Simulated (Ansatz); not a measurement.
TaC, DFT, LDA, all-electron PAW with datasets made for the crystal, scalar-relativistic (Ansatz 0.2.0), run on 1 thread of Arm Neoverse V2 on a shared host.

The cell comes from COD entry 9008731, which wasn't checked; take it as a given geometry. The listed cell was then made from it by scaling, straining or moving an atom.

Command: `ansatz run input.yaml --threads 1 --pin off --max-ram 3072MiB --backend cpu --events-out ev --progress --plain --runs-dir out`

```yaml
crystal:
  lattice:
    - [0.0, 2.2417487742, 2.2417487742]
    - [2.2417487742, 0.0, 2.2417487742]
    - [2.2417487742, 2.2417487742, 0.0]
  atoms:
    - { symbol: Ta, position: [0.0, 0.0, 0.0] }
    - { symbol: C, position: [0.5, 0.5, 0.5] }
kpoints:
  mp_grid: { grid: [16, 16, 16] }
scf:
  occupations: { method: fermi_dirac, width: 0.05 }
hamiltonian:
  xc: lda
  pseudopotentials: { kind: all_electron, datasets: crystal }
output:
  forces: true
  stress: true
  eigenvalues: true
  efg: { contact_densities: true }
```

Task: How large is the problem that the program sets up?

Result: 145 irreducible k-points, 531 plane waves at Γ, 22 bands.

Task: About how long does it take, and how much memory does it use?

Result: 26 s of wall time for 10 SCF iterations, with a peak of 0.69 GiB. Times on shared machines scatter by tens of per cent.

Task: And the same cell and mesh by PAW with the default files, asked for forces, stress, eigenvalues, efg, on the same hardware?

Result: 3.9 s, peak memory 0.36 GiB.
